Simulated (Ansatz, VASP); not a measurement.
One calculation of InP, two programs

Contents of INCAR:

```
SYSTEM = InP
PREC = Accurate ; ENCUT = 520
EDIFF = 1E-6 ; ISMEAR = -1
SIGMA = 0.02 ; LREAL = .False.
LASPH = .True. ; NELM = 80
ALGO = Normal ; ISIF = 2
LWAVE = .False. ; LCHARG = .True.
GGA = PE ; LELF = .True.
LVHAR = .True. ; NBANDS = 16
```

Contents of KPOINTS:

```
Automatic mesh
0
Gamma
  8 8 8
  0 0 0
```

POSCAR

```
InP
1.0
    0.0000000000      3.0128633875      2.8871300864
    3.0128633875      0.0000000000      2.8871300864
    3.0128633875      3.0128633875      0.0000000000
In P
1 1
Direct
    0.0000000000      0.0000000000      0.0000000000
    0.2500000000      0.2500000000      0.2500000000
```

Input for Ansatz:

```yaml
crystal:
  lattice:
    - [0.0, 3.0128633875, 2.8871300864]
    - [3.0128633875, 0.0, 2.8871300864]
    - [3.0128633875, 3.0128633875, 0.0]
  atoms:
    - { symbol: In, position: [0.0, 0.0, 0.0] }
    - { symbol: P, position: [0.25, 0.25, 0.25] }
kpoints:
  mp_grid: { grid: [8, 8, 8] }
  band_path:
    path:
      - [0.0, 0.0, 0.0]
      - [-0.5, -0.5, 0.0]
      - [-0.375, -0.375, 0.25]
      - [-0.375, 0.0, 0.375]
      - [0.0, 0.0, 0.5]
      - [-0.5, -0.25, 0.25]
    npoints: 1
hamiltonian:
  xc: pbe
scf:
  occupations: { method: fermi_dirac, width: 0.02 }
  n_extra_bands: 4
output:
  forces: true
  stress: true
  eigenvalues: true
```

Change from the starting cell: epitaxial_xy strain +2.0%.

Alike in both runs: task single point; functional PBE; k mesh 8 × 8 × 8; occupations fermi-dirac, width 0.02 eV; no spin polarisation.

|  | VASP | Ansatz |
| --- | --- | --- |
| version | VASP 6.6.1 | Ansatz 0.2.0 |
| potentials or method | VASP PAW PBE potentials, release 64 (In_d, P) | plane waves, PAW |
| plane-wave cutoff (eV) | 520 | 420 |
| valence electrons in the cell | 18 | 18 |

|  | VASP | Ansatz | Ansatz less VASP |
| --- | --- | --- | --- |
| pressure (GPa) | 0.5 | 0.5 | +0.05 |
| largest component of the traceless stress (GPa) | 1.07 | 1.07 | -0.001 |

The functional is the same, so the differences come from potentials, cutoffs and numerics.

Caveats: spin-orbit coupling is left out, which moves the levels of the heavy elements.
